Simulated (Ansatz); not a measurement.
# Electron scattering at the Σ5 (210) boundary in fcc Al with Mg (substitutional), part 2 of 2

How much does the Σ5 (210) boundary in fcc Al with Mg (substitutional) reflect electrons?

Ansatz 0.2.0; Ansatz plane-wave DFT, PBE, PAW files; relaxation of a bicrystal slab with its lowest layers held; PAW set soft_1 (the session's first sound run).

So far. Step 2 (Relaxing the bicrystal): The largest force component on a free atom ends at 0.030 eV/Å, under the tolerance of 0.03, after 12 steps.

**3. Transmission across the boundary**

Bulk layers of each grain are laid under and over the relaxed boundary, and a lead is named in the middle of each, away from the free faces. The mesh across the current, 18×18, is finer than the density's, because channels open and close sharply across the zone. Energies from -0.1 to 0.1 eV in steps of 0.05 eV are too few for the program's thermal sum, so it prints no conductance; for a metal the transmission near the Fermi level serves, at a fraction of the cost.

This step: Ansatz plane-wave DFT, PBE, PAW files; ballistic transport by layer matching (Landauer), zero bias; boundary relaxed in a short slab, bulk layers laid on; PAW set soft_1 (Ansatz 0.2.0).

System of this step: Σ5 (210) boundary in fcc Al with Mg (substitutional). The cell holds 47 atoms: 46 Al and 1 Mg. Cell: a = 4.958 Å, b = 4.048 Å, c = 50.427 Å, α = 90.0°, β = 90.0°, γ = 65.9°. It derives from Al. Regions: lower grain, 19 atoms (19 Al); boundary, 13 atoms (12 Al and 1 Mg); upper grain, 15 atoms (15 Al). Vacuum lies along c.

input.yaml

```yaml
crystal:
  lattice:
    - [4.957730497, 0.0, 0.0]
    - [1.6525768323, 3.6952741352, 0.0]
    - [0.0, 0.0, 50.4272143926]
  atoms:
    - { symbol: Al, position: [-15.0, 7.5000000002, 0.0793222479] }
    - { symbol: Al, position: [-14.4, 7.2000000002, 0.0972719526] }
    - { symbol: Al, position: [-13.8, 6.9000000002, 0.1152216574] }
    - { symbol: Al, position: [-13.2, 6.6000000002, 0.1331713621] }
    - { symbol: Al, position: [-12.6, 6.3000000002, 0.1511210668] }
    - { symbol: Al, position: [-12.0, 6.0000000002, 0.1690707716] }
    - { symbol: Al, position: [-11.4, 5.7000000001, 0.1870204763] }
    - { symbol: Al, position: [-10.8, 5.4000000001, 0.204970181] }
    - { symbol: Al, position: [-10.2, 5.1000000001, 0.2229198858] }
    - { symbol: Al, position: [-9.6, 4.8000000001, 0.2408695905] }
    - { symbol: Al, position: [-9.0, 4.5000000001, 0.2588192953] }
    - { symbol: Al, position: [-8.4, 4.2000000001, 0.276769] }
    - { symbol: Al, position: [-7.8, 3.9000000001, 0.2947187047] }
    - { symbol: Al, position: [-7.2, 3.6000000001, 0.3126684095] }
    - { symbol: Al, position: [-6.6, 3.3000000001, 0.3306181142] }
    - { symbol: Al, position: [-6.0, 3.0, 0.3485678189] }
    - { symbol: Al, position: [-5.4, 2.7, 0.3665175237] }
    - { symbol: Al, position: [-4.8, 2.4, 0.3844672284] }
    - { symbol: Al, position: [-4.2, 2.1, 0.4024169332] }
    - { symbol: Al, position: [0.4, 0.8, 0.4203666379] }
    - { symbol: Al, position: [1.008245638, 0.495877181, 0.4383620603] }
    - { symbol: Al, position: [0.6119943402, 0.1940028299, 0.4560108426] }
    - { symbol: Al, position: [0.2164597084, 0.8917701458, 0.4739647273] }
    - { symbol: Al, position: [0.8093668942, 0.5953165529, 0.4919421008] }
    - { symbol: Al, position: [0.4176131266, 0.2911934367, 0.51059111] }
    - { symbol: Mg, position: [0.0051364467, -0.0025682233, 0.529850212] }
    - { symbol: Al, position: [0.5659243796, 0.7170378102, 0.5575690418] }
    - { symbol: Al, position: [-0.0820118748, 1.0410059374, 0.5828422756] }
    - { symbol: Al, position: [0.3207634751, 0.3396182624, 0.5957387692] }
    - { symbol: Al, position: [0.7118864379, 0.644056781, 0.6157925056] }
    - { symbol: Al, position: [0.1172788927, 0.9413605537, 0.6341598271] }
    - { symbol: Al, position: [0.5118548148, 0.2440725926, 0.6514321811] }
    - { symbol: Al, position: [-5.0881451852, 2.5440725926, 0.6693818858] }
    - { symbol: Al, position: [-5.6881451852, 2.8440725926, 0.6873315905] }
    - { symbol: Al, position: [-6.2881451852, 3.1440725926, 0.7052812953] }
    - { symbol: Al, position: [-6.8881451852, 3.4440725926, 0.723231] }
    - { symbol: Al, position: [-7.4881451852, 3.7440725926, 0.7411807047] }
    - { symbol: Al, position: [-8.0881451852, 4.0440725926, 0.7591304095] }
    - { symbol: Al, position: [-8.6881451852, 4.3440725927, 0.7770801142] }
    - { symbol: Al, position: [-9.2881451852, 4.6440725927, 0.795029819] }
    - { symbol: Al, position: [-9.8881451852, 4.9440725927, 0.8129795237] }
    - { symbol: Al, position: [-10.4881451852, 5.2440725927, 0.8309292284] }
    - { symbol: Al, position: [-11.0881451852, 5.5440725927, 0.8488789332] }
    - { symbol: Al, position: [-11.6881451852, 5.8440725927, 0.8668286379] }
    - { symbol: Al, position: [-12.2881451852, 6.1440725927, 0.8847783426] }
    - { symbol: Al, position: [-12.8881451852, 6.4440725927, 0.9027280474] }
    - { symbol: Al, position: [-13.4881451852, 6.7440725927, 0.9206777521] }
kpoints:
  mp_grid: { grid: [7, 7, 1] }
hamiltonian:
  xc: pbe
  pseudopotentials: { kind: paw, azcp: { folder: soft_1 } }
scf:
  occupations: { method: fermi_dirac, width: 0.1 }
output:
  transmission:
    leads: [[10, 11], [38, 39]]
    kmesh: [18, 18]
    e_range: [-0.1, 0.1]
    de: 0.05
  write_potential: true
  write_density: true
  volumetric_format: npy
  elf: true
```

Started as:

```
$ ansatz run input.yaml --threads 4 --pin off --max-ram 15360MiB --backend cpu --events-out ev --progress --plain --runs-dir out
```

Numbers of over 12 decimals in the logs are rounded to 6 here.

The program printed:

```text
[...]
Crystal: 47 atoms, lattice volume = 923.835 Å³
Basis set: ecut = 420 eV, 18113 PW (Γ)
Bands: 121, of which v1, the nominal top of the filled ones, is band 74 counted from 1 (73 counted from 0)
Symmetry: 2 space group operations
[...]
k-points: 16 of 49 (time reversal used)
[...]
SCF iter   1: F=—  HF=-26649.936760 eV  |F-HF|=—  |Δ(HF+E_count)|=         —  Δρ=2.26e-2  dr2=6.61e1  ethr=3.10e-3  ⟨swp⟩=7.6  Hψ=10343  notcnv=0  defer=86
[...]
SCF iter   9: F=-26646.256443 eV  HF=-26646.256443 eV  |F-HF|=2.37e-8  |Δ(HF+E_count)|=  5.17e-10  Δρ=4.29e-7  dr2=2.61e-8  ethr=6.76e-11  ⟨swp⟩=2.2  Hψ=3282  notcnv=0
SCF 1 converged in 9 iterations: F = -26646.256443 eV  dr2 = 2.61e-8
[...]
transmission: 350 of 3458 steps passed
transmission: 692 of 3458 steps passed
[...]
transmission: 3458 of 3458 steps passed
WARN: The output density's exchange-correlation potential varies sharply where the density is thin. Do not read a vacuum level from v_tot or v_xc, or from such a field of the output density. On a cell that repeats whose density bears no net charge and no dipole along the vacuum's axis use v_es (v_loc + v_h of the components); under efield.dipole_correction with no amplitude use v_es + v_field, which holds any externa [...]
SCF converged after 9 iterations
Free energy (F): -26646.256443 eV
[...]
Internal energy: -26645.647387 eV  (E = F + TS)
E sigma→0 (E₀):  -26645.951915 eV
Entropy (-TS):   -0.609056 eV (-12.959 meV/atom)
Fermi energy:    6.039443 eV
[...]
--- Band table (eV; the first three rows and the last of 16) ---
  k-point 0: bands = [... 70 lower, 6.0677, 6.1359, 6.1609, 6.2583, 6.2724, 6.2784, 6.2866, 6.3030, ... 43 higher]
  k-point 1: bands = [... 70 lower, 5.2470, 5.4813, 5.5403, 5.5822, 5.6813, 5.7806, 5.8436, 5.9320, ... 43 higher]
  k-point 2: bands = [... 70 lower, 5.1229, 5.1590, 5.2835, 5.3109, 5.4809, 5.5561, 5.7122, 5.7841, ... 43 higher]
  k-point 15: bands = [... 70 lower, 6.8633, 7.0242, 7.0483, 7.1453, 7.3231, 7.3662, 7.4977, 7.7367, ... 43 higher]
--- Transmission ---
  basis      : 161 plane waves across, 38 finite elements along
  points     : 91, standing for a mesh of 18 x 18
  energies   : 5 from -0.100000 to 0.100000 eV about the Fermi level, 0.050000 eV apart; the leads are filled to 0.000000 eV, and channels, transmission and decay are at 0.000000 eV
  crystal 0  : Al3, at the sites [10, 11], period 2.7155 Å, over 18.10 Å; its Hamiltonian steps by up to 32.8 meV: too much for a lead, lay more layers or, if its atoms are ordered, name the step of that order
    offset         : up to 0.0000 Å between an atom of the period and one for which it stands
    channels       : 3.552469e0 a spin
    conductance    : none, the energies end too early or step too widely for 300 K: set another output.transmission.e_range or a lower de, or, where they end at an eighth of basis.ecutwfc, a higher one
[...]
channels       : 3.552469e0 a spin
[...]
junction   : crystal 0 to crystal 1, 12.84 to 37.17 Å
    transmission   : 1.899481e0 a spin
[...]
```

The job ended after 8.4 min (4 threads of Arm Neoverse V1, shared host; peak memory 3.5 GiB; 28 min of CPU time).

This step gave:

| Item | Value |
| --- | --- |
| free energy | -26646.2564 eV |
| energy at zero smearing | -26645.9519 eV |
| Fermi energy | 6.039 eV |
| cell area | 18.32 Å² |
| transmission per spin nearest the Fermi level | 1.899 |
| open channels per spin nearest the Fermi level | 3.552 |
| open channels per spin, upper lead | 3.552 |
| step of the lead's potential | 32.8 meV |
| step of the upper lead's potential | 33.6 meV |

Per spin. The transmission, zone mean by energy, zero at the Fermi level:

```
energy (eV)  transmission, zone mean
    -0.1000                     1.83
    -0.0500                     1.86
     0.0000                     1.90
     0.0500                     1.94
     0.1000                     1.97
```

Per spin. The open channels, zone mean, lead = upper lead by energy, zero at the Fermi level:

```
energy (eV)  open channels, zone mean, lead = upper lead
    -0.1000                                         3.44
    -0.0500                                         3.51
     0.0000                                         3.55
     0.0500                                         3.62
     0.1000                                         3.65
```

Transmission over k1 and k2. At 0.0000 eV from the Fermi level.

Ten even steps from '_' (0.00) to '@' (2.65):
```
******++##++******++..--**%%**--..++
**%%%%####%%%%********##@@@@##******
@@@@@@@@@@@@@@@@********==********@@
@@@@@@@@@@@@@@@@%%****----****%%@@@@
@@@@@@@@@@@@@@@@%%**++__++**%%@@@@@@
@@@@@@@@@@**@@%%%%++::::++%%%%@@**@@
@@@@@@@@@@@@##%%++::==::++%%##@@@@@@
******%%%%==**++==::::==++**==%%%%**
%%%%####%%######==..==######%%####%%
****%%%%==**++==::::==++**==%%%%****
@@@@@@@@##%%++::==::++%%##@@@@@@@@@@
@@@@**@@%%%%++::::++%%%%@@**@@@@@@@@
@@@@@@@@%%**++__++**%%@@@@@@@@@@@@@@
@@@@@@%%****----****%%@@@@@@@@@@@@@@
@@@@********==********@@@@@@@@@@@@@@
********##@@@@##********%%%%####%%%%
**++..--**%%**--..++******++##++****
..::++**++++**++::..::++**++++**++::
```
Columns: k1 (b1) from -0.5 to 0.444; rows upwards: k2 (b2) from -0.5 to 0.444.

Open channels over k1 and k2. At 0.0000 eV from the Fermi level.

Ten even steps from '_' (1.00) to '@' (6.00):
```
========**==========::::==**==::::==
==************========********======
****==%%==******====****==****====**
**==****==************====**********
**======********%%****__****%%******
============**%%%%**::::**%%%%**====
********==**==%%**======**%%==**==**
========**::%%****====****%%::**====
**********%%%%@@%%==%%@@%%%%********
======**::%%****====****%%::**======
****==**==%%**======**%%==**==******
======**%%%%**::::**%%%%**==========
********%%****__****%%********======
************====************==****==
****====****==****====******==%%==**
========********========************
====::::==**==::::==========**======
::::============::::::============::
```
Columns: k1 (b1) from -0.5 to 0.444; rows upwards: k2 (b2) from -0.5 to 0.444.

ELF in the ca plane at fractional y = 0.944, with atoms of Al and Mg within 0.2 Å of it. It is the smooth field of the valence electrons, not physical close to the nuclei.

Ten even steps from '0' (0.05) to '9' (0.79), each cell a mean:
```
57776446653345776544301331189600167776677533
77776214765567775444530000489731377656776543
76676325777777776556665323688876776555677665
66677667777776777667887555678877777656677776
66777777777766677778887666788877777767777777
66777777777766677777776667767876677777766667
77777776567766677776655678866776667777765567
77766774126777777776545578987765445677765567
76545663126877633576544568988654334577776677
75433566446777300267542235777654434564346777
65322467765566200167520100367776555640105777
46433567653345421477402331168864577740504665
36656677642235776665303222179720278862025543
```
Columns run along c (16.0 Å, from fractional 0.36 to 0.68 of the cell), rows up along a (5.0 Å). Atoms in or near the plane, at fractional coordinates: Al at (0.47, 0.22), Mg at (0.53, 0.01), Al at (0.63, 0.12).

Electrostatic potential energy in the ca plane at fractional y = 0.944, with atoms of Al and Mg within 0.2 Å of it. With pseudopotentials it is smooth inside the atoms' cores, unlike the true potential.

Ten even steps from '0' (-12 eV) to '9' (8 eV), each cell a mean:
```
16874002699999888999860001685158227863236999
58871010489988889999985225887212048998889999
89973001589865678999998788998632478999999899
88886335799753468888899999998888888888888789
66788878899864578888889999766899987778877789
43589987678877789998889998533689987778887789
43589973125888888999889997412589998889988888
66789840102798755689999998634789999999889986
88899840211787311158999998877899999986568984
89999962014885168238998778899999999841114783
58999986567984179327874225799877899615841686
16999888899996112048850000688521268517971688
05897556899998633589840000476123137621412799
```
Columns run along c (16.0 Å, from fractional 0.36 to 0.68 of the cell; values clipped at the 3rd and 97th percentile), rows up along a (5.0 Å). Atoms in or near the plane, at fractional coordinates: Al at (0.47, 0.22), Mg at (0.53, 0.01), Al at (0.63, 0.12).

Valence density in the ca plane at fractional y = 0.944, with atoms of Al and Mg within 0.2 Å of it. It is the smooth field of the valence electrons, not physical close to the nuclei.

Values in units of 1e0 e/Å³, 7 rows by 16 columns, each cell a mean:
```
0.2 0.2 0.2 0.2 0.2 0.2 0.2 0.1 2.4 0.4 0.2 0.1 0.2 0.2 0.2 0.1
0.2 0.2 0.2 0.2 0.2 0.2 0.2 0.2 0.1 0.1 0.2 0.2 0.2 0.2 0.2 0.2
0.2 0.2 0.2 0.2 0.2 0.2 0.2 0.2 0.1 0.2 0.2 0.2 0.2 0.2 0.2 0.2
0.2 0.2 0.2 0.2 0.2 0.2 0.2 0.2 0.1 0.2 0.2 0.2 0.2 0.2 0.2 0.2
0.2 0.2 0.2 0.2 0.2 0.2 0.2 0.1 0.1 0.2 0.2 0.1 0.1 0.2 0.2 0.2
0.2 0.1 0.2 0.2 0.2 0.1 0.1 0.1 0.4 0.2 0.2 0.2 0.2 0.1 0.2 0.2
0.2 0.2 0.2 0.2 0.1 0.2 0.2 0.1 9.1 1.3 0.2 0.2 0.2 0.2 0.1 0.2
```
Columns run along c (16.0 Å, from fractional 0.36 to 0.68 of the cell), rows up along a (5.0 Å). Atoms in or near the plane, at fractional coordinates: Al at (0.47, 0.22), Mg at (0.53, 0.01), Al at (0.63, 0.12).

Over the solved energies the transmission per spin lies between 1.83 and 1.97, out of 3.55 channels of the lead on average (up to 3.65). The log calls the step of a lead's potential too much.

**4. Specific resistance**

This step: Ansatz plane-wave DFT, PBE, PAW files; ballistic transport by layer matching (Landauer), zero bias; specific resistance of the boundary; PAW set soft_1 (Ansatz 0.2.0).

Numbers from this step:

| Item | Value |
| --- | --- |
| area resistance | 0.5782 fΩ m² |
| T over the leads' mean channel count | 0.5351 |

Averaged over the energies near the Fermi level, 53.5 % of the channels pass, which makes 0.578 fΩ m².

By hand, with T and the leads' channels N averaged over the energies near the Fermi level: RA = A (h/2e²)(1/T − ½[1/N₁ + 1/N₂]) = 18.32×10⁻²⁰ m² × 12 906 Ω × (1/1.901 − ½[1/3.552 + 1/3.552]) = 0.578 fΩ m².

**5. Results**

```yaml
specific_resistance_of_the_boundary: 0.578 fΩ m²
share_of_channels_that_pass: 0.535
```

**Reading.** The boundary has a specific resistance of 0.58 fΩ m². The boundary reflects 46 % of the channels; 0.58 fΩ m² is 5.8×10⁻¹² Ω·cm². That equals the resistance of 21 nm of bulk Al at 300 K (measured 2.733 µΩ cm, CRC Handbook of Chemistry and Physics, 84th ed., 2003, Electrical Resistivity of Pure Metals). One Mg in 18.3 Å² of boundary is a high coverage. In the relaxation the upper grain slid sideways by about 1.4 Å, so the result belongs to the position that it found, not to the starting one. Each plane of this narrow cell holds one atom, so the solute fills a whole plane. One starting structure was relaxed; another shift or atom count at the boundary may lie lower. A lead's potential steps by up to 34 meV from period to period, which the log calls too much, so longer leads could move the result.

[Logs are printed without paths, hosts, clocks, repeated set-up lines and the standing remarks that a program may print on its own settings, such as how far it seeks lower states.]

[Hosts, paths, dates, database ids (printed as entryN), source tags and the programs' standing remarks are cut or masked in the printed files.]
